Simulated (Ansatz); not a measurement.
Pb:

```
Pb
1.0
     0.00000    2.47502    2.47502
     2.47502    0.00000    2.47502
     2.47502    2.47502    0.00000
Pb
1
Direct
  0.00000 0.00000 0.00000
```

```yaml
Program: Ansatz 0.2.0
Task: relaxation of cell and atoms
Functional: BLYP
Dispersion: D4
Potentials_or_basis: Ansatz PAW
Cutoff: "420 eV (not typed: the program's choice for these potentials)"
k_mesh: 9 × 9 × 9
Occupations: fermi-dirac, width 0.05 eV
Spin: no spin polarisation
```

At the start: volume 30.32 Å³/atom.

**Question.** How do energy, volume and symmetry change on relaxing?

**Answer.** It ends after 3 steps and the volume is 31.57 Å³/atom (+4.1 %); space group Fm-3m (No. 225, to 0.05 Å).

The path:
```tsv
step	energy change (eV)	largest force (eV/Å)	volume (Å³)
1	0.0000	0.0000	30.32
2	-0.0064	0.0000	31.57
3	-0.0066	0.0000	31.57
```

Final structure:
```
Pb
1.0
     0.00000    2.50856    2.50856
     2.50856    0.00000    2.50856
     2.50856    2.50856    0.00000
Pb
1
Direct
  0.00000 0.00000 0.00000
```

The cell as given is a measured one (30.32 Å³/atom); BLYP+D4 puts the equilibrium volume +4.1 % from it, thermal expansion not counted.

Caveat: the plane-wave basis is chosen anew once the cell has moved, so the energies of steps on either side of that aren't comparable; the PAW data sets come from PBE, with cores solved anew for the run's functional, which leaves a small shift of forces and pressure.
